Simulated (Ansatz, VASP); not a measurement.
# SiO2 in VASP and in Ansatz

```
Si O
1.0
    -2.37405    2.37405    3.74400
     2.37405   -2.37405    3.74400
     2.37405    2.37405   -3.74400
Si O
2 4
Direct
  0.00000 0.00000 0.00000
  0.75000 0.25000 0.50000
  0.99838 0.62500 0.87338
  0.37500 0.24838 0.37338
  0.75162 0.12500 0.12662
  0.87500 0.00162 0.62662
```

Alike in both runs: task single point; functional LDA; k mesh 8 × 8 × 8; occupations gaussian, width 0.02 eV; no spin polarisation.

|  | VASP | Ansatz |
| --- | --- | --- |
| version | VASP 6.6.1 | Ansatz 0.2.0 |
| potentials or method | VASP PAW LDA potentials, release 64 (Si, O) | scalar-relativistic, plane waves, PAW |
| plane-wave cutoff (eV) | 520 | 420 |
| valence electrons in the cell | 32 | 32 |

Ansatz gave:

- gap on the k mesh at the Fermi level (eV): 5.82
- least direct gap on the mesh (eV): 5.82
- pressure (GPa): -2.9
- largest component of the traceless stress (GPa): 1.35
- rms of the force components (eV/Å): 0.136

**Question.** Which values does VASP return?

**Answer.** gap on the k mesh at the Fermi level (eV): 5.82; least direct gap on the mesh (eV): 5.82; pressure (GPa): -2.3; largest component of the traceless stress (GPa): 1.28; rms of the force components (eV/Å): 0.119.

Atom by atom the forces differ by 0.017 eV/Å (rms over components).

A k mesh can miss the band edges.
